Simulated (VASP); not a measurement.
# Sn7O8 (a cell with a defect) in VASP: relaxation of the atoms with PBE

Aim: the relaxation of the atoms of Sn7O8 (a cell with a defect) with PBE.

All numbers are computed with VASP 6.6.1; they aren't measurements. Logs are shortened: lines on timing, memory, paths and dates and some standing lists are left out, and cuts for length are marked.

**1. The structure**

The cell holds a defect, 15 atoms: a = 7.433 Å, b = 7.433 Å, c = 7.433 Å, α = 94.74°, β = 117.30°, γ = 117.30°.

**2. Relaxation of the atoms, PBE, collinear spin, ferromagnetic start**

INCAR reads:

```
  PREC = Normal
  ENCUT = 450
  EDIFF = 1E-6
  ISMEAR = 0
  SIGMA = 0.02
  LREAL = Auto
  LASPH = T
  NELM = 150
  ALGO = Normal
  ISIF = 2
  LWAVE = F
  LCHARG = F
  ISPIN = 2
  MAGMOM = 0 0 0 0 0 0 0 0.25 0 0 0.25 0.25 0 0.25 0
  LORBIT = 11
  GGA = PE
  IBRION = 2
  NSW = 70
  EDIFFG = -0.025
  AMIX = 0.2
  BMIX = 1E-4
  AMIX_MAG = 0.8
  BMIX_MAG = 1E-4
  ICORELEVEL = 1
  NELECT = 147.0
  ISYM = 0
  KPAR = 4
```

KPOINTS reads:

```
regular mesh
0
Monkhorst-Pack
  4 4 4
```

POSCAR reads:

```
Sn7O8
1.0
    3.8672150000      3.8672150000     -5.0343680000
   -3.8672150000      3.8672150000      5.0343680000
    3.8672150000     -3.8672150000      5.0343680000
Sn O
7 8
Direct
    0.2500000000      0.6154760000      0.8654760000
    0.7500000000      0.6154760000      0.3654760000
    0.7500000000      0.1154760000      0.8654760000
    0.2500000000      0.6345240000      0.3845240000
    0.2500000000      0.1345240000      0.8845240000
    0.7500000000      0.1345240000      0.3845240000
    0.7500000000      0.6345240000      0.8845240000
    0.9990146800      0.9919133400      0.0101734200
    0.0000000000      0.5000000000      0.5000000000
    0.5000000000      0.5000000000      0.0000000000
    0.5219363700      0.0153091000      0.5147002200
    0.4918671300      0.2378064000      0.2476296000
    0.5000000000      0.7500000000      0.7500000000
    0.9936608300      0.7551456800      0.2423411900
    0.0000000000      0.2500000000      0.7500000000
```

Potentials or basis: VASP PAW PBE potentials, release 64 (Sn_d, O).

The run is started by

```sh
> cat potpaw_PBE.64/Sn_d/POTCAR potpaw_PBE.64/O/POTCAR > POTCAR
> mpirun -np 4 vasp_std > vasp.out
```

OUTCAR:

```text
PREC = Normal
   ENCUT = 450
   EDIFF = 1E-6
   ISMEAR = 0
   LREAL = Auto
   LASPH = T
   NELM = 150
   ISIF = 2
   ISPIN = 2
   LORBIT = 11
   GGA = PE
   IBRION = 2
   NSW = 70
   EDIFFG = -0.025
   AMIX = 0.2
   AMIX_MAG = 0.8
   NELECT = 147.0
   ISYM = 0

 ion  position               nearest neighbor table
   1  0.250  0.615  0.865-   9 2.26  10 2.26  13 2.26  15 2.26   7 3.59   5 3.59   4 3.59   6 3.59

   2  0.750  0.615  0.365-   9 2.26  10 2.26  14 2.27  12 2.33   4 3.59   6 3.59   7 3.59   5 3.59

   3  0.750  0.115  0.865-  11 2.17  15 2.26  13 2.26   8 2.31   5 3.59   6 3.59   7 3.59   4 3.59

   4  0.250  0.635  0.385-   9 2.26  13 2.26  14 2.33  11 2.35   2 3.59   3 3.59   1 3.59
   5  0.250  0.135  0.885-  12 2.25  15 2.26  10 2.26   8 2.33   3 3.59   2 3.59   1 3.59
   6  0.750  0.135  0.385-  11 2.21  12 2.24  15 2.26   9 2.26   2 3.59   3 3.59   1 3.59
   7  0.750  0.635  0.885-   8 2.20  14 2.20  13 2.26  10 2.26   1 3.59   3 3.59   2 3.59
   8  0.999  0.992  0.010-   7 2.20   3 2.31   5 2.33
   9  0.000  0.500  0.500-   1 2.26   2 2.26   4 2.26   6 2.26
  10  0.500  0.500  0.000-   1 2.26   2 2.26   7 2.26   5 2.26
  11  0.522  0.015  0.515-   3 2.17   6 2.21   4 2.35
  12  0.492  0.238  0.248-   6 2.24   5 2.25   2 2.33
  13  0.500  0.750  0.750-   1 2.26   4 2.26   7 2.26   3 2.26
  14  0.994  0.755  0.242-   7 2.20   2 2.27   4 2.33
  15  0.000  0.250  0.750-   3 2.26   5 2.26   6 2.26   1 2.26

IMPORTANT INFORMATION: All symmetrisations will be switched off!
NOSYMM: (Re-)initialisation of all symmetry stuff for point group C_1.

----------------------------------------------------------------------------------------

                                     Primitive cell

  volume of cell :     301.1630

  direct lattice vectors                    reciprocal lattice vectors
     3.867215000  3.867215000 -5.034368000     0.129292010  0.129292010  0.000000000
    -3.867215000  3.867215000  5.034368000     0.000000000  0.129292010  0.099317332
     3.867215000 -3.867215000  5.034368000     0.129292010  0.000000000  0.099317332

  length of vectors
     7.433408698  7.433408698  7.433408698     0.182846514  0.163034832  0.163034832

  position of ions in fractional coordinates (direct lattice)
     0.250000000  0.615476000  0.865476000
     0.750000000  0.615476000  0.365476000
     0.750000000  0.115476000  0.865476000
     0.250000000  0.634524000  0.384524000
     0.250000000  0.134524000  0.884524000
     0.750000000  0.134524000  0.384524000
     0.750000000  0.634524000  0.884524000
     0.999014680  0.991913340  0.010173420
     0.000000000  0.500000000  0.500000000
     0.500000000  0.500000000  0.000000000
     0.521936370  0.015309100  0.514700220
     0.491867130  0.237806400  0.247629600
     0.500000000  0.750000000  0.750000000
     0.993660830  0.755145680  0.242341190
     0.000000000  0.250000000  0.750000000

  ion indices of the primitive-cell ions
   primitive index   ion index
                 1           1
                 2           2
                 3           3
                 4           4
                 5           5
                 6           6
                 7           7
                 8           8
                 9           9
                10          10
                11          11
                12          12
                13          13
                14          14
                15          15

----------------------------------------------------------------------------------------

 KPOINTS: regular mesh

Automatic generation of k-mesh.
 Grid dimensions read from file:
 generate k-points for:    4    4    4

 Generating k-lattice:

  Cartesian coordinates                     Fractional coordinates (reciprocal lattice)
     0.032323002  0.032323002  0.000000000     0.250000000  0.000000000  0.000000000
     0.000000000  0.032323002  0.024829333     0.000000000  0.250000000 -0.000000000
     0.032323002  0.000000000  0.024829333     0.000000000 -0.000000000  0.250000000

  Length of vectors
     0.045711628  0.040758708  0.040758708

  Shift w.r.t. Gamma in fractional coordinates (k-lattice)
     0.500000000  0.500000000  0.500000000

 Subroutine IBZKPT returns following result:
 ===========================================

 Found     32 irreducible k-points:

 Following reciprocal coordinates:
            Coordinates               Weight
  0.125000  0.125000  0.125000      2.000000
 -0.125000 -0.125000  0.375000      2.000000
 -0.375000  0.125000  0.125000      2.000000
 -0.125000  0.375000 -0.125000      2.000000
  0.375000  0.125000  0.125000      2.000000
 -0.125000 -0.375000 -0.375000      2.000000
[... 16 lines left out ...]
  0.375000  0.375000  0.375000      2.000000
  0.125000 -0.125000  0.125000      2.000000
 [... further k-points ...]
   k-points           NKPTS =     32   k-points in BZ     NKDIM =     32   number of bands    NBANDS=     89
[... 34 lines left out ...]
   IALGO  =     38    algorithm
   IMIX   =      4    mixing-type and parameters
     AMIX     =   0.20;   BMIX     =  0.00
     AMIX_MAG =   0.80;   BMIX_MAG =  0.00
  volume/ion in A,a.u.               =      20.08       135.49
  Fermi-wavevector in a.u.,A,eV,Ry     =   1.288982  2.435822 22.605723  1.661474
  Thomas-Fermi vector in A             =   2.420902
   LORBIT       =     11    0 simple, 1 ext, 2 COOP (PROOUT), +10 PAW based schemes
   GGA     = PE    functional components
   LHFCALC =     F    Hartree Fock is set to
   AEXX    =    0.0000 exact exchange contribution
   IVDW    =     0    specifies the selected vdW correction
   LEPSILON=     F    determine dielectric tensor
   LRPA    =     F    only Hartree local field effects (RPA)
 conjugate gradient relaxation of ions
 spin polarized calculation
 Gauss-broadening in eV      SIGMA  =   0.02
  energy-cutoff  :      450.00
  volume of cell :      301.16
 maximum number of plane-waves:      6550
   NGX = 25   NGY = 25   NGZ = 25

--------------------------------------- Ionic step        1  -------------------------------------------

 number of electron     146.9999978 magnetization       0.1127460

 Free energy of the ion-electron system (eV)
  ---------------------------------------------------
  ext. energy  EPLUGINS =         0.00000000
  ---------------------------------------------------
  free energy    TOTEN  =       -78.88788819 eV

  energy without entropy =      -78.88525404  energy(sigma->0) =      -78.88657112

------------------------ aborting loop because EDIFF is reached ----------------------------------------

  FORCE on cell =-STRESS in cart. coord.  units (eV):
  Direction    XX          YY          ZZ          XY          YZ          ZX
  --------------------------------------------------------------------------------------
  -------------------------------------------------------------------------------------
  Total        2.3136527      1.6582951     -1.3779698      1.0737172     -0.1261442      0.3863226
  in kB       12.3085576      8.8220763     -7.3307549      5.7121411     -0.6710832      2.0552240
  external PRESSURE =       4.5999597 kB  Pullay stress =       0.0000000 kB
[... 132 lines left out ...]
  FREE ENERGIE OF THE ION-ELECTRON SYSTEM (eV)
  ---------------------------------------------------
  free  energy   TOTEN  =       -80.3654402352 eV

  energy  without entropy=      -80.3646824343  energy(sigma->0) =      -80.36506133

[... ionic steps 4 to 14 ...]

--------------------------------------- Ionic step       15  -------------------------------------------

 number of electron     146.9999962 magnetization      -0.0000000

 number of electron     146.9999962 magnetization       0.0000000
[... 95 lines left out ...]
--------------------------------------- Ionic step       17  -------------------------------------------

 number of electron     146.9999964 magnetization       0.0000000

 Free energy of the ion-electron system (eV)
  ---------------------------------------------------
  ext. energy  EPLUGINS =         0.00000000
  ---------------------------------------------------
  free energy    TOTEN  =       -80.49559746 eV

  energy without entropy =      -80.49427107  energy(sigma->0) =      -80.49493427

 the core state eigenenergies are
   1-  1s -28997.6271  2s  -4369.0846  2p  -3920.7053  3s   -835.3818  3p   -688.9290
       3d   -463.6320  4s   -124.4179  4p    -80.2127
   2-  1s -28997.4828  2s  -4368.9406  2p  -3920.5616  3s   -835.2347  3p   -688.7820
       3d   -463.4853  4s   -124.2670  4p    -80.0616
   3-  1s -28997.4806  2s  -4368.9384  2p  -3920.5594  3s   -835.2327  3p   -688.7801
       3d   -463.4833  4s   -124.2656  4p    -80.0602
   4-  1s -28997.6017  2s  -4369.0560  2p  -3920.6779  3s   -835.3392  3p   -688.8866
       3d   -463.5910  4s   -124.3534  4p    -80.1459
   5-  1s -28997.6004  2s  -4369.0548  2p  -3920.6767  3s   -835.3379  3p   -688.8854
       3d   -463.5898  4s   -124.3521  4p    -80.1445
   6-  1s -28997.6026  2s  -4369.0570  2p  -3920.6789  3s   -835.3400  3p   -688.8874
       3d   -463.5918  4s   -124.3539  4p    -80.1464
   7-  1s -28997.6018  2s  -4369.0561  2p  -3920.6781  3s   -835.3392  3p   -688.8866
       3d   -463.5910  4s   -124.3532  4p    -80.1456
   8-  1s   -500.8289
   9-  1s   -501.1652
  10-  1s   -501.1629
  11-  1s   -500.8307
  12-  1s   -500.8299
  13-  1s   -501.1663
  14-  1s   -500.8304
  15-  1s   -501.1633

 E-fermi :   4.5746     XC(G=0):  -9.2919

 val. band max:        4.5621294053   @ k =  -0.1250   0.3750   0.1250
 cond. band min:       4.6221817764   @ k =   0.3750   0.1250  -0.3750
 fundamental gap:      0.0600523711
 Fermi energy:         4.5745532588

 spin component 1

 k-point     1 :       0.1250    0.1250    0.1250
  band No.  band energies     occupation
      1     -16.8239      1.00000
      2     -16.7863      1.00000
      3     -16.7584      1.00000
      4     -16.7527      1.00000
      5     -16.7272      1.00000
      6     -16.6486      1.00000
[... 257 lines left out ...]
     80       8.4429      0.00000
     81       8.5626      0.00000

 Fermi energy:         4.5745532588

 spin component 2

 k-point     1 :       0.1250    0.1250    0.1250
  band No.  band energies     occupation
      1     -16.8239      1.00000
      2     -16.7863      1.00000
      3     -16.7584      1.00000
      4     -16.7527      1.00000
      5     -16.7272      1.00000
      6     -16.6486      1.00000
[... 2101 lines left out ...]
     84       9.7949      0.00000
     85      10.0746      0.00000

 [... further k-points ...]

 [bands above 85 left out]

------------------------ aborting loop because EDIFF is reached ----------------------------------------

  FORCE on cell =-STRESS in cart. coord.  units (eV):
  Direction    XX          YY          ZZ          XY          YZ          ZX
  --------------------------------------------------------------------------------------
  -------------------------------------------------------------------------------------
  Total        9.1015607      9.0675931      7.1753979     -0.0295668     -0.0055358     -0.0193977
  in kB       48.4200090     48.2393025     38.1728854     -0.1572947     -0.0294502     -0.1031950
  external PRESSURE =      44.9440657 kB  Pullay stress =       0.0000000 kB
[... 30 lines left out ...]
  FREE ENERGIE OF THE ION-ELECTRON SYSTEM (eV)
  ---------------------------------------------------
  free  energy   TOTEN  =       -80.4955974632 eV

  energy  without entropy=      -80.4942710697  energy(sigma->0) =      -80.49493427

 reached required accuracy - stopping structural energy minimisation

 total charge

# of ion       s       p       d       tot
------------------------------------------
    1        1.187   0.893  10.103  12.183
    2        1.211   0.863  10.097  12.171
    3        1.211   0.864  10.097  12.172
    4        1.229   0.827  10.080  12.135
    5        1.229   0.827  10.080  12.136
    6        1.230   0.826  10.079  12.135
    7        1.229   0.826  10.080  12.135
    8        1.584   3.441   0.000   5.025
    9        1.590   3.426   0.000   5.016
   10        1.590   3.427   0.000   5.017
   11        1.584   3.441   0.000   5.025
   12        1.584   3.442   0.000   5.026
   13        1.590   3.426   0.000   5.016
   14        1.584   3.441   0.000   5.025
   15        1.590   3.427   0.000   5.017
--------------------------------------------------
tot         21.223  33.396  70.615 125.234

 magnetization (x)

# of ion       s       p       d       tot
------------------------------------------
    1        0.000  -0.000   0.000  -0.000
    2        0.000  -0.000  -0.000   0.000
    3        0.000  -0.000   0.000   0.000
    4        0.000   0.000  -0.000   0.000
    5        0.000   0.000  -0.000   0.000
    6        0.000  -0.000  -0.000  -0.000
    7        0.000  -0.000   0.000   0.000
    8        0.000   0.000   0.000   0.000
    9        0.000  -0.000   0.000  -0.000
   10        0.000   0.000   0.000   0.000
   11       -0.000  -0.000   0.000  -0.000
   12        0.000  -0.000   0.000  -0.000
   13        0.000   0.000   0.000   0.000
   14       -0.000  -0.000   0.000  -0.000
   15       -0.000   0.000   0.000   0.000
--------------------------------------------------
tot          0.000   0.000  -0.000   0.000
```

Wall time 40 min (4 MPI ranks of AMD EPYC 9R45 (Zen 5), shared host); peak memory 0.87 GiB.

Results:

```yaml
Free_energy: -80.4956 eV
Energy_gained_by_relaxing: 107.2 meV/atom
Ionic_steps: 17
Largest_force_after_relaxing: 0.017 eV/Å
Net_moment: 0.00 μB per cell
Valence_electrons_inside_the_program's_atomic_spheres: Sn 12.18, 12.17, 12.13, 12.14; O 5.03, 5.02
```

Forces on the atoms (eV/Å):
```
Sn  -0.004  0.001  0.003
Sn  -0.003  0.005 -0.011
Sn   0.000  0.001 -0.002
Sn  -0.001  0.001 -0.004
Sn  -0.003  0.001  0.002
Sn   0.003 -0.001  0.007
Sn  -0.001 -0.003  0.006
O   -0.002  0.000  0.003
O    0.001  0.005 -0.001
O    0.001 -0.007  0.001
O    0.014  0.002 -0.010
O    0.005 -0.001  0.007
O   -0.001 -0.007  0.001
O   -0.011 -0.004 -0.004
O    0.002  0.007  0.002
```

Step by step:
```csv
step,energy change (eV),largest force (eV/Å),pressure (GPa)
1,0.0000,2.3586,0.46
2,-1.2918,1.1594,3.18
3,-1.4776,0.6295,5.09
4,-1.5475,0.2663,4.57
5,-1.5587,0.2319,4.31
6,-1.5763,0.1567,4.33
7,-1.5818,0.1909,4.37
8,-1.5905,0.1713,4.52
9,-1.5935,0.1704,4.66
10,-1.6010,0.0687,4.51
11,-1.6038,0.0931,4.30
12,-1.6039,0.0768,4.34
13,-1.6069,0.0488,4.52
14,-1.6069,0.0452,4.51
15,-1.6075,0.0333,4.50
16,-1.6075,0.0342,4.51
17,-1.6077,0.0174,4.49
```

Final structure:
```
Sn O
1.0
     3.86721    3.86721   -5.03437
    -3.86721    3.86721    5.03437
     3.86721   -3.86721    5.03437
Sn O
7 8
Direct
  0.25071 0.61768 0.86904
  0.74995 0.60944 0.36101
  0.75087 0.11007 0.86112
  0.25080 0.64748 0.38606
  0.25001 0.13394 0.89682
  0.73778 0.13425 0.38514
  0.76320 0.64667 0.89826
  0.97659 0.98882 0.96620
  0.00823 0.50627 0.51666
  0.49243 0.50728 0.99892
  0.52412 0.99037 0.51425
  0.52375 0.26265 0.23907
  0.49157 0.74859 0.75740
  0.97697 0.71599 0.24115
  0.00952 0.26519 0.75827
```

Levels at points of the mesh, in eV from the Fermi level:
Spin up:
| k point | band 71 | band 72 | band 73 | band 74 | band 75 | band 76 | band 77 | band 78 |
| --- | --- | --- | --- | --- | --- | --- | --- | --- |
| (0.12, 0.12, 0.12) | -1.12 | -0.77 | -0.69 | 0.32 | 2.16 | 2.29 | 2.91 | 3.06 |
Spin down:
```tsv
k point	band 72	band 73	band 74	band 75	band 76	band 77
(0.12, 0.12, 0.12)	-0.77	-0.69	0.32	2.16	2.29	2.91
```

Core levels (eV, on the scale of the bands):
| atom | levels |
| --- | --- |
| 1 Sn | 1s -28997.6, 2s -4369.1, 2p -3920.7, 3s -835.4, 3p -688.9, 3d -463.6, 4s -124.4, 4p -80.2 |
| 2 Sn | 1s -28997.5, 2s -4368.9, 2p -3920.6, 3s -835.2, 3p -688.8, 3d -463.5, 4s -124.3, 4p -80.1 |
| 3 Sn | 1s -28997.5, 2s -4368.9, 2p -3920.6, 3s -835.2, 3p -688.8, 3d -463.5, 4s -124.3, 4p -80.1 |
| 4 Sn | 1s -28997.6, 2s -4369.1, 2p -3920.7, 3s -835.3, 3p -688.9, 3d -463.6, 4s -124.4, 4p -80.1 |
| 5 Sn | 1s -28997.6, 2s -4369.1, 2p -3920.7, 3s -835.3, 3p -688.9, 3d -463.6, 4s -124.4, 4p -80.1 |
| 6 Sn | 1s -28997.6, 2s -4369.1, 2p -3920.7, 3s -835.3, 3p -688.9, 3d -463.6, 4s -124.4, 4p -80.1 |

Caveat: the cell is charged against a uniform background, so pressure and absolute levels hang on convention; the cutoff is under 1.25 times the usual one of these potentials, so pressure, stress and relaxed cells hold a basis-set (Pulay) error.
